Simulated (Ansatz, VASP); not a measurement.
**Two plane-wave programs on SiC**

```
Si C
1.0
     0.00000    2.17805    2.17805
     2.17805    0.00000    2.17805
     2.17805    2.17805    0.00000
Si C
1 1
Cartesian
  1.0890 1.0890 1.0890
  0.0000 0.0000 0.0000
```

The cell is a database's computed one.

Alike in both runs: task single point; functional r2SCAN; k mesh 10 × 10 × 10; no spin polarisation.

|  | VASP | Ansatz |
| --- | --- | --- |
| version | VASP 6.6.1 | Ansatz 0.2.0 |
| potentials or method | VASP PAW PBE potentials, release 64 (Si, C) | plane waves, PAW |
| plane-wave cutoff (eV) | 520 | 500 |
| occupations | gaussian, width 0.01 eV | fixed |
| valence electrons in the cell | 8 | 8 |

Ansatz gave:

```
gap on the k mesh at the Fermi level (eV) : 1.71
pressure (GPa)                            : 0.0
```

Task: Which values does VASP return?

Result: gap on the k mesh at the Fermi level (eV): 1.72; pressure (GPa): -0.1.

Caveats: the PAW data sets were made with another functional, which shifts forces and pressure a little (VASP). A k mesh can miss the band edges. r2SCAN opens gaps a little over a GGA but as a rule still falls short of measured ones.
